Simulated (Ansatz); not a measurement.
**V: single point with PBE**

V:

```
V
1.0
    -1.37772    1.64119    1.64793
     1.50498   -1.49126    1.62526
     1.27255    1.38609   -1.49800
V
1
Direct
  0.00000 0.00000 0.00000
```

The cell isn't the ideal one: cell sheared at random, sigma 0.1, atoms nudged by 0.01 Å.

```yaml
Program: Ansatz 0.2.0
Task: single point
Functional: PBE
Potentials_or_basis: all-electron LAPW, scalar-relativistic
Cutoff: 313 eV (chosen from the basis error)
Basis_error_allowed: 0.001 eV/atom
k_mesh: 11 × 12 × 13
Occupations: fermi-dirac, width 0.05 eV
Spin: collinear spin, ferromagnetic start
Starting_moments: "[2.0] μB"
```

```json
{
  "Pressure": "-1.3 GPa",
  "Band gap on the k mesh": "none (metal or under the smearing width)",
  "Net moment": "0.00 μB per cell",
  "Absolute moment": "0.00 μB per cell"
}
```

Stress tensor (GPa, compression positive):
```
 7.40 -0.53 -1.01
-0.53 -1.86 -3.19
-1.01 -3.19 -9.54
```

Levels at points of the mesh, in eV from the Fermi level:
Spin up:
```
            k point  band 4  band 5  band 6  band 7  band 8  band 9  band 10  band 11
 (0.00, 0.00, 0.00)  -36.86   -6.66   -0.73    0.17    1.11    1.98     2.94    17.79
(0.00, -0.50, 0.00)  -36.93   -3.26   -1.48    0.89    2.35    3.22     3.68     9.18
```
Spin down:
```tsv
k point	band 4	band 5	band 6	band 7	band 8	band 9	band 10	band 11
(0.00, 0.00, 0.00)	-36.86	-6.66	-0.73	0.17	1.11	1.98	2.94	17.79
(0.00, -0.50, 0.00)	-36.93	-3.26	-1.48	0.89	2.35	3.22	3.68	9.18
```

Wall time 52 s on 2 threads of Arm Neoverse V2, with other jobs on the host, peak memory 1 GiB.

Caveat: the starting moments weren't kept.
